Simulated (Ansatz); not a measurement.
**Equation of state of K under HSE06**

Symmetry: Im-3m, No. 229, cubic system. Conventional cell: a = 5.395 Å, b = 5.395 Å, c = 5.395 Å, α = 90.00°, β = 90.00°, γ = 90.00°.

The cell was scaled at fixed shape and fractions and run with Ansatz, Ansatz PAW polarizable, cutoff 420 eV; HSE06, k mesh 5 × 5 × 5 on the cell of 1 atom, gaussian occupations of 0.05 eV, no spin polarisation, no spin-orbit coupling. The potentials were made for PBE. Energies are those that the program minimises, any entropy of the smearing included. For a metal such a mesh isn't converged to the digits shown.

| V (Å³/atom) | energy over the lowest row (meV/atom) |
| --- | --- |
| 73.8075 | 0.478 |
| 75.3779 | 0.000 |
| 76.9482 | 0.241 |
| 78.5186 | 1.128 |
| 80.0890 | ? |
| 81.6594 | 4.607 |
| 83.2297 | 7.098 |

Q: Fit the third-order Birch-Murnaghan form, give V0, B0 and B′, and predict the energy left open.

A: With y = (V0/V)^(2/3), E = E0 + (9 V0 B0/16) [(y - 1)³ B′ + (y - 1)² (6 - 4y)]. Least squares through the rows shown give V0 = 75.6144 Å³/atom, E0 = -0.007 meV, B0 = 3.458 GPa (1 eV/Å³ = 160.218 GPa) and B′ = 3.75, with a largest miss of 0.001 meV. At V = 80.0890 the form with these constants gives 2.601 meV; the run gave 2.600 meV an atom.
